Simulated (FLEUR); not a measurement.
# CdSe under changes of volume

One of the cells (28.942 Å³/atom); the others are scaled copies at fixed shape and fractional positions:

```
Cd Se
1.0
     0.00000    3.07027    3.07027
     3.07027    0.00000    3.07027
     3.07027    3.07027    0.00000
Cd Se
1 1
Direct
  0.00000 0.00000 0.00000
  0.25000 0.25000 0.25000
```

Measurements of this composition are mostly on another form, of space group No. 186.

```yaml
Program: FLEUR MaX-R8.1 (later development tree)
Functional: LDA (Perdew-Zunger)
Potentials_or_basis: all-electron
Basis: FLAPW
Kmax: 4.01 1/bohr
k_mesh: 8 × 8 × 8
Occupations: fermi-dirac, width 0.05 eV
Spin: no spin polarisation
```

| volume (Å³/atom) | energy over the lowest point (meV/atom) | gap on the mesh (eV) |
| --- | --- | --- |
| 27.206 | 0.00 | 0.39 |
| 27.784 | 2.88 | 0.35 |
| 28.942 | 19.70 | 0.27 |
| 30.100 | 48.96 | 0.19 |
| 30.679 | ? | ? |

Question: What does the run at 30.679 Å³/atom give?

Answer: Energy over the lowest point 67.56 meV/atom; gap on the mesh 0.16 eV.

Worked out: A Birch-Murnaghan fit of order 2 (a polynomial in V^(-2/3)) to the other rows has its minimum at 27.10 Å³/atom, just outside them, with B0 = V·E''(V) = 56 GPa. It gives 67.48 meV/atom at 30.679 Å³/atom, against the run's 67.56. A straight line through the other rows of the gap, of slope -1.98 eV per unit of ln V (its deformation potential), extrapolates to 0.15 eV, against the run's 0.16.

Energies are extrapolated to zero smearing.

Caveats: the plane-wave cutoff is short for the semicore states, which can make moduli rough.

Spin-orbit coupling on Cd, Se is left out.
